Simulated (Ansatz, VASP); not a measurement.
Sn4Ge3 in VASP and in Ansatz

```
Sn Ge
1.0
     5.03122    0.00000    0.00000
    -2.51561    4.35717    0.00000
     0.00000    0.00000    8.99413
Sn Ge
4 3
Direct
  0.33333 0.66667 0.82038
  0.33333 0.66667 0.17962
  0.66667 0.33333 0.17962
  0.66667 0.33333 0.82038
  0.33333 0.66667 0.50000
  0.66667 0.33333 0.50000
  0.00000 0.00000 0.50000
```

Alike in both runs: functional PBE; k mesh 4 × 4 × 2; occupations gaussian, width 0.2 eV; no spin polarisation.

Ansatz relaxed the structure, and its values are those at the end. VASP's run is a single point on that final structure, the one shown.

|  | VASP | Ansatz |
| --- | --- | --- |
| version | VASP 6.6.1 | Ansatz 0.2.0 |
| potentials or method | VASP PAW PBE potentials, release 64 (Sn_d, Ge_d) | scalar-relativistic, plane waves, PAW |
| plane-wave cutoff (eV) | 520 | 420 |
| valence electrons in the cell | 98 | 98 |

```tsv
	VASP	Ansatz	Ansatz less VASP
gap on the k mesh at the Fermi level (eV)	none	none	-
pressure (GPa)	0.1	0.2	+0.03
rms of the force components (eV/Å)	0.004	0.005	+0.0005
```

A gap of «none» marks a metal or a gap that the smearing closes. The functional is the same, so the differences come from potentials, cutoffs and numerics.

Caveats: the k mesh is coarse (spacing up to 0.36 Å⁻¹), so the values aren't converged.
